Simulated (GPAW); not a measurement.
Ga:

```xyz
2
Lattice="2.7784 0.0000 0.0000 0.0000 3.2816 0.0000 -1.3434 0.0000 3.9903" Properties=species:S:1:pos:R:3 pbc="T T T"
Ga   -0.6607    2.4612    3.0732
Ga    2.0957    0.8204    0.9171
```

This isn't the form of Ga at room conditions, which is orthorhombic.

| Property | Result |
| --- | --- |
| Program | GPAW 26.7.0 |
| Task | single point |
| Functional | PBE |
| Potentials or basis | GPAW PAW data sets (gpaw-data 1.2.1) |
| Cutoff | 600 eV |
| Basis | pw |
| k mesh | 10 × 8 × 7 |
| Occupations | fermi-dirac, width 0.05 eV |
| Spin | no spin polarisation |

On this cell: pressure 3.5 GPa; largest force 0.090 eV/Å; band gap on the k mesh none (metal or under the smearing width).

The same run follows on a disturbed copy (atoms moved at random, drawn with an rms of 0.05 Å):

```
Ga
1.0
     2.77842    0.00000    0.00000
     0.00000    3.28161    0.00000
    -1.34343    0.00000    3.99027
Ga
2
Direct
  0.13136 0.74760 0.76723
  0.85768 0.25727 0.22752
```

Task: What does the disturbed cell give?

Result: The energy (extrapolated to zero smearing) moves by +0.5 meV/atom; pressure 3.5 GPa; largest force 0.104 eV/Å; band gap on the k mesh none (metal or under the smearing width).

Forces in eV/Å, atoms in the order of the input:
```
Ga  -0.010  0.069 -0.078
Ga   0.010 -0.069  0.078
```

Stress tensor (GPa, compression positive):
```
 4.29  0.02 -0.35
 0.02  2.21  0.00
-0.35  0.00  4.13
```
